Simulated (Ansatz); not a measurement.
**Sn: equation of state**

Aim: scale the cell of Sn up and down at fixed shape and fractional positions, and get the equilibrium volume and bulk modulus with PAW.

Program: Ansatz 0.2.0. Level of theory: DFT r²SCAN, scalar-relativistic. These are calculated values, not measurements.

## Step 1: Starting point

Symmetry: Im-3m, No. 229, cubic system. The conventional cell has a = 3.789 Å, b = 3.789 Å, c = 3.789 Å, α = 90.00°, β = 90.00°, γ = 90.00°. Around Sn (site symmetry m-3m) lie 8 Sn at 3.28 Å.

Coordinates:

```
CELL_PARAMETERS angstrom
-1.89465 1.89465 1.89465
1.89465 -1.89465 1.89465
1.89465 1.89465 -1.89465
ATOMIC_POSITIONS crystal
Sn 0.00000 0.00000 0.00000
```

Structure from a Materials Project entry, not relaxed further.

## Step 2: Volume × 0.95, PAW

input.yaml reads:

```yaml
crystal:
  lattice:
    - [-1.8625328716, 1.8625328716, 1.8625328716]
    - [1.8625328716, -1.8625328716, 1.8625328716]
    - [1.8625328716, 1.8625328716, -1.8625328716]
  atoms:
    - { symbol: Sn, position: [0.0, 0.0, 0.0] }
kpoints:
  mp_grid: { grid: [14, 14, 14] }
scf:
  occupations: { method: fermi_dirac, width: 0.08 }
hamiltonian:
  xc: r2scan
  pseudopotentials: { kind: paw }
output:
  forces: true
  stress: true
  eigenvalues: true
  efg: { contact_densities: true }
```

The program printed (excerpt; [...] marks lines left out):

```text
Sn: output.efg is read without spin–orbit coupling, which moves field gradients at and beside such atoms by some per cent and up to a factor of two; PAW files take it under magnetization.noncollinear and magnetization.spin_orbit
[...]
Pseudopotentials: kind: paw
Pseudopotential: Sn, paw, valence charge 14, recommended cutoff 500 eV (meta_gga)
Functional definition: r2SCAN
[...]
Crystal: 1 atoms, lattice volume = 25.845 Å³
Basis set: ecut = 500 eV, 675 PW (Γ), exchange–correlation on 96×96×96 points (64 copies of the dense FFT grid, shifted against one another)
Bands: 11, of which v1, the nominal top of the filled ones, is band 7 counted from 1 (6 counted from 0)
Symmetry: 48 space group operations
Space group: Im-3m (ITA 229), of the structure as read, at distance tolerance 3.0e-5 Å
k-points: 104 of 2744
[...]
SCF iter   1: F=—  HF=-6038.387440 eV  |F-HF|=—  |Δ(HF+E_count)|=         —  Δρ=5.05e-3  dr2=2.73e-3  dr2_τ=3.75e-4  ethr=1.77e-3  ⟨swp⟩=5.0  Hψ=6891  notcnv=0
[...]
SCF iter   6: F=-6038.396238 eV  HF=-6038.396238 eV  |F-HF|=9.87e-8  |Δ(HF+E_count)|=   1.96e-6  Δρ=1.48e-5  dr2=4.00e-8  dr2_τ=1.97e-9  ethr=7.14e-10  ⟨swp⟩=7.8  Hψ=6004  notcnv=0
[...]
SCF converged after 6 iterations
Free energy (F): -6038.396238 eV
[...]
E sigma→0 (E₀):  -6038.391519 eV
Entropy (-TS):   -0.009437 eV (-9.437 meV/atom)
Fermi energy:    11.562123 eV
[...]
--- Forces (eV/Å), atoms counted from 1 ---
  atom   1  Sn    -0.00000000     0.00000000     0.00000000
[...]
--- Stress (GPa, compression-positive) ---
        2.338943      -0.000000      -0.000000
       -0.000000       2.338943       0.000000
        0.000000       0.000000       2.338943
  P = ⅓ Tr σ = 2.3389 GPa (23.389 kbar)
--- Band table (eV; the first three rows and the last of 104) ---
  k-point 0: bands = ["-10.8023", "-10.8023", "-10.8023", "-10.6287", "-10.6287", "-0.4805", "20.5186", "20.5186", "20.5186", "24.5387", "24.5387"]
[...]
```

Wall time 5.3 s (1 thread, shared host).

Result: pressure 2.34 GPa; no gap.

## Step 3: Volume × 0.975, PAW

Edit input.yaml of step 2 so:

```diff
@@ -2,5 +2,5 @@
   lattice:
-    - [-1.8625328716, 1.8625328716, 1.8625328716]
-    - [1.8625328716, -1.8625328716, 1.8625328716]
-    - [1.8625328716, 1.8625328716, -1.8625328716]
+    - [-1.8787296226, 1.8787296226, 1.8787296226]
+    - [1.8787296226, -1.8787296226, 1.8787296226]
+    - [1.8787296226, 1.8787296226, -1.8787296226]
   atoms:
```

The program printed (excerpt; [...] marks lines left out):

```text
Sn: output.efg is read without spin–orbit coupling, which moves field gradients at and beside such atoms by some per cent and up to a factor of two; PAW files take it under magnetization.noncollinear and magnetization.spin_orbit
[...]
[... 3 set-up lines as earlier in the session ...]
[...]
Crystal: 1 atoms, lattice volume = 26.525 Å³
Basis set: ecut = 500 eV, 675 PW (Γ), exchange–correlation on 96×96×96 points (64 copies of the dense FFT grid, shifted against one another)
Bands: 11, of which v1, the nominal top of the filled ones, is band 7 counted from 1 (6 counted from 0)
[... 2 set-up lines as earlier in the session ...]
k-points: 104 of 2744
[...]
SCF iter   1: F=—  HF=-6038.395011 eV  |F-HF|=—  |Δ(HF+E_count)|=         —  Δρ=4.94e-3  dr2=2.68e-3  dr2_τ=2.93e-4  ethr=1.77e-3  ⟨swp⟩=5.0  Hψ=6850  notcnv=0
[...]
SCF iter   6: F=-6038.402835 eV  HF=-6038.402835 eV  |F-HF|=6.84e-8  |Δ(HF+E_count)|=   1.87e-6  Δρ=1.31e-5  dr2=3.23e-8  dr2_τ=1.60e-9  ethr=7.14e-10  ⟨swp⟩=7.8  Hψ=5998  notcnv=0
[...]
SCF converged after 6 iterations
Free energy (F): -6038.402835 eV
[...]
E sigma→0 (E₀):  -6038.398063 eV
Entropy (-TS):   -0.009544 eV (-9.544 meV/atom)
Fermi energy:    11.155574 eV
[...]
--- Forces (eV/Å), atoms counted from 1 ---
  atom   1  Sn    -0.00000000     0.00000000     0.00000000
[...]
--- Stress (GPa, compression-positive) ---
        0.804277      -0.000000       0.000000
       -0.000000       0.804277       0.000000
       -0.000000       0.000000       0.804277
  P = ⅓ Tr σ = 0.8043 GPa (8.043 kbar)
--- Band table (eV; the first three rows and the last of 104) ---
  k-point 0: bands = ["-11.1829", "-11.1829", "-11.1829", "-11.0221", "-11.0221", "-0.6753", "19.8492", "19.8492", "19.8492", "24.0956", "24.0956"]
[...]
```

Run time: 5.4 s. Hardware: 1 thread, shared host.

This run gives: pressure 0.80 GPa; no gap.

## Step 4: Volume × 1.025, PAW

Edit input.yaml of step 3 so:

```diff
@@ -2,5 +2,5 @@
   lattice:
-    - [-1.8787296226, 1.8787296226, 1.8787296226]
-    - [1.8787296226, -1.8787296226, 1.8787296226]
-    - [1.8787296226, 1.8787296226, -1.8787296226]
+    - [-1.9103108088, 1.9103108088, 1.9103108088]
+    - [1.9103108088, -1.9103108088, 1.9103108088]
+    - [1.9103108088, 1.9103108088, -1.9103108088]
   atoms:
```

The program printed (excerpt; [...] marks lines left out):

```text
Sn: output.efg is read without spin–orbit coupling, which moves field gradients at and beside such atoms by some per cent and up to a factor of two; PAW files take it under magnetization.noncollinear and magnetization.spin_orbit
[...]
[... 3 set-up lines as earlier in the session ...]
[...]
Crystal: 1 atoms, lattice volume = 27.885 Å³
Basis set: ecut = 500 eV, 683 PW (Γ), exchange–correlation on 100×100×100 points (64 copies of the dense FFT grid, shifted against one another)
Bands: 11, of which v1, the nominal top of the filled ones, is band 7 counted from 1 (6 counted from 0)
[... 2 set-up lines as earlier in the session ...]
k-points: 104 of 2744
[...]
SCF iter   1: F=—  HF=-6038.392639 eV  |F-HF|=—  |Δ(HF+E_count)|=         —  Δρ=4.50e-3  dr2=2.31e-3  dr2_τ=2.00e-4  ethr=1.77e-3  ⟨swp⟩=5.0  Hψ=6764  notcnv=0
[...]
SCF iter   6: F=-6038.398624 eV  HF=-6038.398624 eV  |F-HF|=9.81e-8  |Δ(HF+E_count)|=   1.44e-6  Δρ=1.51e-5  dr2=3.76e-8  dr2_τ=1.33e-9  ethr=7.14e-10  ⟨swp⟩=7.8  Hψ=5787  notcnv=0
[...]
SCF converged after 6 iterations
Free energy (F): -6038.398624 eV
[...]
E sigma→0 (E₀):  -6038.393750 eV
Entropy (-TS):   -0.009750 eV (-9.750 meV/atom)
Fermi energy:    10.403294 eV
[...]
--- Forces (eV/Å), atoms counted from 1 ---
  atom   1  Sn    -0.00000000     0.00000000    -0.00000000
[...]
--- Stress (GPa, compression-positive) ---
       -1.680033       0.000000       0.000000
       -0.000000      -1.680033       0.000000
        0.000000      -0.000000      -1.680033
  P = ⅓ Tr σ = -1.6800 GPa (-16.800 kbar)
--- Band table (eV; the first three rows and the last of 104) ---
  k-point 0: bands = ["-11.8948", "-11.8948", "-11.8948", "-11.7564", "-11.7564", "-1.0379", "18.6072", "18.6072", "18.6073", "23.2635", "23.2635"]
[...]
```

Wall time 5.9 s (1 thread, shared host).

In short: pressure -1.68 GPa; no gap.

## Step 5: Volume × 1.05, PAW

Edit input.yaml of step 4 so:

```diff
@@ -2,5 +2,5 @@
   lattice:
-    - [-1.9103108088, 1.9103108088, 1.9103108088]
-    - [1.9103108088, -1.9103108088, 1.9103108088]
-    - [1.9103108088, 1.9103108088, -1.9103108088]
+    - [-1.9257172065, 1.9257172065, 1.9257172065]
+    - [1.9257172065, -1.9257172065, 1.9257172065]
+    - [1.9257172065, 1.9257172065, -1.9257172065]
   atoms:
```

The program printed (excerpt; [...] marks lines left out):

```text
Sn: output.efg is read without spin–orbit coupling, which moves field gradients at and beside such atoms by some per cent and up to a factor of two; PAW files take it under magnetization.noncollinear and magnetization.spin_orbit
[...]
[... 3 set-up lines as earlier in the session ...]
[...]
Crystal: 1 atoms, lattice volume = 28.565 Å³
Basis set: ecut = 500 eV, 683 PW (Γ), exchange–correlation on 100×100×100 points (64 copies of the dense FFT grid, shifted against one another)
Bands: 11, of which v1, the nominal top of the filled ones, is band 7 counted from 1 (6 counted from 0)
[... 1 set-up line as earlier in the session ...]
Space group: Im-3m (ITA 229), of the structure as read, at distance tolerance 3.1e-5 Å
k-points: 104 of 2744
[...]
SCF iter   1: F=—  HF=-6038.383978 eV  |F-HF|=—  |Δ(HF+E_count)|=         —  Δρ=4.43e-3  dr2=2.29e-3  dr2_τ=1.60e-4  ethr=1.77e-3  ⟨swp⟩=5.0  Hψ=6750  notcnv=0
[...]
SCF iter   6: F=-6038.389321 eV  HF=-6038.389321 eV  |F-HF|=1.02e-7  |Δ(HF+E_count)|=   1.48e-6  Δρ=1.55e-5  dr2=3.97e-8  dr2_τ=1.52e-9  ethr=7.14e-10  ⟨swp⟩=7.8  Hψ=5738  notcnv=0
[...]
SCF converged after 6 iterations
Free energy (F): -6038.389321 eV
[...]
E sigma→0 (E₀):  -6038.384385 eV
Entropy (-TS):   -0.009873 eV (-9.873 meV/atom)
Fermi energy:    10.055639 eV
[...]
--- Forces (eV/Å), atoms counted from 1 ---
  atom   1  Sn    -0.00000000     0.00000000    -0.00000000
[...]
--- Stress (GPa, compression-positive) ---
       -2.680944       0.000000      -0.000000
       -0.000000      -2.680944       0.000000
       -0.000000      -0.000000      -2.680944
  P = ⅓ Tr σ = -2.6809 GPa (-26.809 kbar)
--- Band table (eV; the first three rows and the last of 104) ---
  k-point 0: bands = ["-12.2283", "-12.2283", "-12.2283", "-12.0997", "-12.0997", "-1.2073", "18.0302", "18.0302", "18.0302", "22.8722", "22.8722"]
[...]
```

Run time: 5.6 s. Hardware: 1 thread, shared host.

Read from it: pressure -2.68 GPa; no gap.

## Step 6: The equation of state

The rows at scale 1 come from earlier runs of the unscaled cell with the same settings.

```
method  volume (Å³/atom)  F above the lowest (meV/atom)  pressure (GPa)
   PAW            25.845                            7.1            2.34
   PAW            26.525                            0.5            0.80
   PAW            27.205                            0.0           -0.53
   PAW            27.885                            4.7           -1.68
   PAW            28.565                           14.0           -2.68
```

## Step 7: What came out

| quantity | value |
| --- | --- |
| equilibrium volume (PAW) | 26.924 Å³/atom |
| bulk modulus (PAW) | 52 GPa |
| its pressure derivative (PAW) | 4.6 |

What this shows: By PAW, the pressure vanishes at 26.92 Å³/atom (-1.0 % from the starting cell) and the bulk modulus there is 52 GPa (Birch-Murnaghan, third order). No thermal or zero-point expansion is included.
